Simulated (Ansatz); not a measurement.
# BeC: before and after

Computed with Ansatz, DFT PBE, scalar-relativistic, plane waves, PAW. Settings: cutoff 420 eV, Γ-centred meshes no coarser than 0.19 Å⁻¹ for metals and 0.3 Å⁻¹ for insulators (2π included), Gaussian smearing.

The start was the litharge type (P4/nmm, No. 129), relaxed within its symmetry. A cell of 8 atoms (2 times the primitive one) was then disturbed at random, relaxed without symmetry and relaxed once more on a fine mesh. The k mesh leaves about 4 meV/atom of noise in metals.

Before:

```cif
data_structure
_symmetry_space_group_name_H-M 'P4/nmm:1'
_symmetry_Int_Tables_number 129
_cell_length_a 2.4957
_cell_length_b 2.4957
_cell_length_c 4.6035
_cell_angle_alpha 90.000
_cell_angle_beta 90.000
_cell_angle_gamma 90.000
_cell_volume 28.67
loop_
_atom_site_label
_atom_site_type_symbol
_atom_site_symmetry_multiplicity
_atom_site_Wyckoff_symbol
_atom_site_fract_x
_atom_site_fract_y
_atom_site_fract_z
_atom_site_occupancy
Be1 Be 2 c 0.00000 0.50000 0.30094 1
C1 C 2 a 0.00000 0.00000 0.00000 1
```

After:

```
Be C
1.0
     1.24202    0.71708    5.64229
    -1.24202    0.71708    5.64229
     0.00000   -1.43416    5.64229
Be C
2 2
Direct
  0.77522 0.77522 0.77522
  0.54690 0.54690 0.54690
  0.01780 0.01780 0.01780
  0.65979 0.65979 0.65979
```

Q: Is this a distortion of the same structure or a reconstruction, and what lowers the energy?

A: A reconstruction, from P4/nmm (No. 129) to R3m (No. 160). Each Be has on average 9 Be contacts in place of 8, shorter on average (2.52 → 2.42 Å); each Be has on average 2.5 C contacts in place of 4, longer on average (1.86 → 2.03 Å); C–C bonds form, at 1.49 Å where the closest pair was 1.76 Å apart.

Q: What does it gain?

A: 656 meV/atom, with the volume going from 7.17 to 7.54 Å³/atom. Against the elements the energy goes from 1.13 to 0.47 eV/atom, so the compound stays hypothetical.

Cost: 4 runs of about 8.9 core-minutes in all, on Intel Xeon 6975P-C (Granite Rapids) (shared hosts).